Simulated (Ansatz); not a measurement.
# BeSe: the cost of one run

Method: DFT PBE, scalar-relativistic, plane waves, PAW, in Ansatz 0.2.0.

## Step 1: The structure to begin with

The structure is cubic, space group F-43m (No. 216). Conventional cell: a = 5.070 Å, b = 5.070 Å, c = 5.070 Å, α = 90.00°, β = 90.00°, γ = 90.00°. Around Be (site symmetry -43m) lie 4 Se at 2.20 Å. Se (site symmetry -43m) has 4 Be at 2.20 Å as nearest neighbours.

Structure file:

```xyz
2
Lattice="0.0000 2.5350 2.5350 2.5350 0.0000 2.5350 2.5350 2.5350 0.0000" Properties=species:S:1:pos:R:3 pbc="T T T"
Be    0.0000    0.0000    0.0000
Se    1.2675    1.2675    1.2675
```

The start is a polymorph listed in a database, not an invented cell.

## Step 2: A first look at the guess

input.yaml

```yaml
crystal:
  lattice:
    - [0.0, 2.53500009, 2.53500009]
    - [2.53500009, 0.0, 2.53500009]
    - [2.53500009, 2.53500009, 0.0]
  atoms:
    - { symbol: Be, position: [0.0, 0.0, 0.0] }
    - { symbol: Se, position: [0.25, 0.25, 0.25] }
basis:
  ecutwfc: 420
kpoints:
  mp_grid: { grid: [6, 6, 6] }
hamiltonian:
  xc: pbe
scf:
  occupations: { method: gaussian, width: 0.1 }
  lower_state_search: "off"
output:
  forces: true
  stress: true
  eigenvalues: true
```

Command:

```
$ ansatz run input.yaml --threads 1 --pin off --max-ram 2560MiB --backend cpu --events-out ev --progress --plain --runs-dir out
```

What time and memory should one allow on 1 thread of Intel Xeon Platinum 8259CL at 2.50GHz (Skylake/Cascade Lake), shared host?

About 1 s, with a peak of 0.34 GiB.
